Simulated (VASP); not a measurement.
Wanted: the native input for a VASP 6.6.1 run.

| Property | Result |
| --- | --- |
| Task | single point |
| Functional | HSE06 |
| Potentials or basis | VASP PAW PBE potentials, release 64 (B, As) |
| Cutoff | 520 eV |
| k mesh | 6 × 6 × 6 |
| Occupations | gaussian, width 0.02 eV |
| Spin | no spin polarisation |
| Grid for exact exchange (PRECFOCK) | Fast |
| Screening parameter | 0.2 1/A |
| Further INCAR settings | ALGO = Normal; EDIFF = 1e-07 |

The system is BAs.

```
CELL_PARAMETERS angstrom
0.00000 2.31151 2.31151
2.31151 0.00000 2.31151
2.31151 2.31151 0.00000
ATOMIC_POSITIONS crystal
B 0.00000 0.00000 0.00000
As 0.25000 0.25000 0.25000
```

The cell isn't the ideal one: a relaxed cell with its volume scaled by 0.91.

These files were run (other wordings do the same):

POSCAR

```
BAs                                     
1.0
    0.0000000000      2.3115124433      2.3115124433
    2.3115124433      0.0000000000      2.3115124433
    2.3115124433      2.3115124433      0.0000000000
  B               As            
     1     1
Direct
     0.0000000000000000    0.0000000000000000    0.0000000000000000
     0.2500000000000000    0.2500000000000000    0.2500000000000000
```

INCAR.step1

```
SYSTEM = BAs
  ALGO = Normal
  EDIFF = 1E-5
  ENCUT = 520
  GGA = PE
  ISIF = 2
  ISMEAR = 0
  KPAR = 4
  LASPH = .TRUE.
  LREAL = .FALSE.
  LWAVE = .TRUE.
  NELM = 60
  PREC = Accurate
  SIGMA = 0.02
```

INCAR.step2

```
SYSTEM = BAs
  ALGO = Normal
  EDIFF = 1E-7
  ENCUT = 520
  GGA = PE
  HFSCREEN = 0.2
  ISIF = 2
  ISMEAR = 0
  ISTART = 1
  KPAR = 4
  LASPH = .TRUE.
  LCHARG = .FALSE.
  LHFCALC = .TRUE.
  LREAL = .FALSE.
  LWAVE = .FALSE.
  NELM = 60
  PREC = Accurate
  PRECFOCK = Fast
  SIGMA = 0.02
```

KPOINTS

```
k-points
0
G
  6 6 6
  0 0 0
```

Potentials or basis: VASP PAW PBE potentials, release 64 (B, As).

Launch:

```console
$ cat potpaw_PBE.64/B/POTCAR potpaw_PBE.64/As/POTCAR > POTCAR
$ cp INCAR.step1 INCAR
$ mpirun -np 4 vasp_std > vasp.out
$ cp INCAR.step2 INCAR
$ mpirun -np 4 vasp_std > vasp.out
```

Results of the run:

```yaml
Pressure: 16.8 GPa
Band_gap_on_the_k_mesh: 1.88 eV, indirect (least direct gap 4.27 eV)
```

Caveat: so large a pressure means that the cell lies far from this level's equilibrium, or that cutoff or potentials fall short; the potentials were made for another functional, which shifts forces and pressure.

It took 83 s on 4 MPI ranks on AMD EPYC 7R13 Processor (Zen 3) (shared host), peak memory 0.2 GiB a rank.
